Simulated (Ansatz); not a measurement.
# Moving the strain (εxx = s, εyy = s) in Ga

```xyz
2
Lattice="1.4500 -4.0650 0.0000 1.4500 4.0650 0.0000 0.0000 0.0000 3.1700" Properties=species:S:1:pos:R:3 pbc="T T T"
Ga    1.4500    2.9837    2.3775
Ga    1.4500   -2.9837    0.7925
```

This isn't the form of Ga at room conditions, which is orthorhombic.

Kept alike: task band structure; functional PBEsol; k mesh 8 × 8 × 7; occupations fermi-dirac, width 0.05 eV; no spin polarisation. Program: Ansatz, Ansatz PAW, cutoff 420 eV. The mesh is that of the run's cell of 2 atoms. No spin-orbit coupling.

```tsv
s	free energy over the lowest row (meV/atom)
-0.04	7.11
-0.02	0.00
-0.01	0.04
0	2.71
0.01	7.85
0.02	?
0.04	37.13
```

The cell shown is the unstrained one; x, y and z are its Cartesian axes; atoms keep their fractions. For a metal such a mesh leaves the last digits unconverged. All rows use potentials made for PBE.

Question: Fit the rows shown and predict the run at 0.02.

Answer: A least-squares parabola through the rows shown is free energy = 12126 s² + 376.37 s + 2.715 (largest miss 0.159); at s = 0.02 it gives 15.09 meV/atom. The run gave: free energy over the lowest row 15.44 meV/atom.

The energy minimum lies at slight in-plane compression, probably between s = -0.02 and -0.01, whose near-equal energies don't settle which is lower. The unstrained cell is therefore somewhat too wide in the plane for this functional at the fixed z length. Around the minimum, the energy reflects a balance: compression raises the electrons' kinetic energy and the overlap repulsion between ions, while expansion weakens both the metallic cohesion and the short Ga–Ga contacts, which lie partly along y.

The parabola underestimates the run at 0.02 by more than its largest miss on the fitted rows. It also lies too low at 0.01 and too high at -0.01, a pattern that suggests a cubic term, as expected when a bond stiffens on compression and softens on stretching. Small shifts in Brillouin-zone sampling with strain could contribute as well. Because the atoms can't adjust their positions within the cell, the curvature is an upper bound on the relaxed biaxial stiffness, and the minimum isn't the equilibrium volume of this phase.
